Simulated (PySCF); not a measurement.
## AgBr in PySCF: convergence with k mesh

Input of the first run (k mesh 2 × 2 × 2); the others differ in this setting and in those tied to it:

The input run.py:

```python
import json
import numpy as np
from pyscf.pbc import gto, scf, dft, df

cell = gto.Cell()
cell.basis = {'Ag': 'DZVP-MOLOPT-SR-GTH-q11', 'Br': 'DZVP-MOLOPT-SR-GTH-q7'}
cell.pseudo = {'Ag': 'GTH-PBE-q11', 'Br': 'GTH-PBE-q7'}
cell.fromfile('AgBr.xyz')
cell.ke_cutoff = 77  # hartree
cell.exp_to_discard = 0.02
cell.precision = 1e-08
cell.space_group_symmetry = True
cell.symmorphic = False
cell.max_memory = 2940  # MB
cell.verbose = 4
cell.build()

res = {}
kpts = cell.make_kpts([2, 2, 2], space_group_symmetry=True, time_reversal_symmetry=True)
cell.space_group_symmetry = False  # the mesh holds the operations; no search on the supercells of the integral code
mf = dft.KRKS(cell, kpts, xc='pbesol')
mf = mf.multigrid_numint()
mf = mf.smearing(sigma=0.00183747, method='fermi')  # hartree
mf.conv_tol = 1e-07
mf.max_cycle = 60

mf.kernel()
res.update(converged=bool(mf.converged), e_tot=mf.e_tot, nelec=cell.nelectron, nao=cell.nao, mesh=list(map(int, cell.mesh)), a=cell.lattice_vectors().tolist(), coords=cell.atom_coords().tolist(),
           mo_energy=[np.real(x).tolist() for x in mf.mo_energy], mo_occ=[np.real(x).tolist() for x in mf.mo_occ])
res.update(e_free=mf.e_free, e_zero=mf.e_zero)
res.update(kpts=kpts.kpts_scaled_ibz.tolist(), weights=kpts.weights_ibz.tolist())
res['parts'] = {k: float(np.real(v)) for k, v in mf.scf_summary.items() if np.isscalar(v)}
json.dump(res, open('results.json', 'w'))
if not mf.converged:
    raise SystemExit('SCF not converged')

print('levels (eV)')
for i, kp in enumerate(res['kpts'][:40]):
    print('k %7.4f %7.4f %7.4f  ' % tuple(kp), ' '.join('%.3f' % (x * 27.211386) for x in res['mo_energy'][i][:14]))

mf = mf.to_khf()  # unfold to the whole mesh
kpts = mf.kpts
# Mulliken populations
dm, s = np.asarray(mf.make_rdm1()), np.asarray(mf.get_ovlp())
sites = cell.aoslice_by_atom()[:, 2:]
tot = np.einsum('kij,kji->i', dm, s).real / len(kpts)
res['mulliken'] = [cell.atom_charge(i) - tot[a0:a1].sum() for i, (a0, a1) in enumerate(sites)]
print('Mulliken charges', np.round(res['mulliken'], 5))
res['meta_lowdin'] = mf.mulliken_meta()[1].tolist()
res['done'] = True
json.dump(res, open('results.json', 'w'))
```

Contents of AgBr.xyz:

```xyz
2
Lattice="0.0000000000 2.8701500000 2.8701500000 2.8701500000 0.0000000000 2.8701500000 2.8701500000 2.8701500000 0.0000000000" Properties=species:S:1:pos:R:3 pbc="T T T"
Ag     0.0000000000      0.0000000000      0.0000000000
Br     2.8701500000      2.8701500000      2.8701500000
```

Potentials or basis: DZVP-MOLOPT-SR/GTH-PBE (potentials made for PBE).

Command:

```bash
$ OMP_NUM_THREADS=2 python -u run.py > log
```

Hardware: 2 threads of Arm Neoverse V2 (shared host).

```csv
k mesh,"energy less the tightest run, at zero smearing (meV/atom)",gap on the mesh (eV),SCF cycles,CPU time (s),peak memory (GiB)
2 × 2 × 2,530.32,0.323,7,200,0.44
3 × 3 × 3,55.10,0.810,6,210,0.62
4 × 4 × 4,11.45,0.435,6,310,1.2
5 × 5 × 5,0.00,0.584,6,800,2.9
```

Not settled before the last step: the energy (to 1 meV/atom), the gap on the mesh (to 0.01 eV). Meshes of other sizes hit other points, so gaps and Fermi surfaces needn't settle smoothly. The tightest run that finished is the yardstick and may itself not be fully converged.

Caveat, for the tightest run too: an odd mesh through Γ misses points on the zone boundary, where band edges often lie; the basis of atomic orbitals isn't converged, which shifts pressures, moduli and gaps.
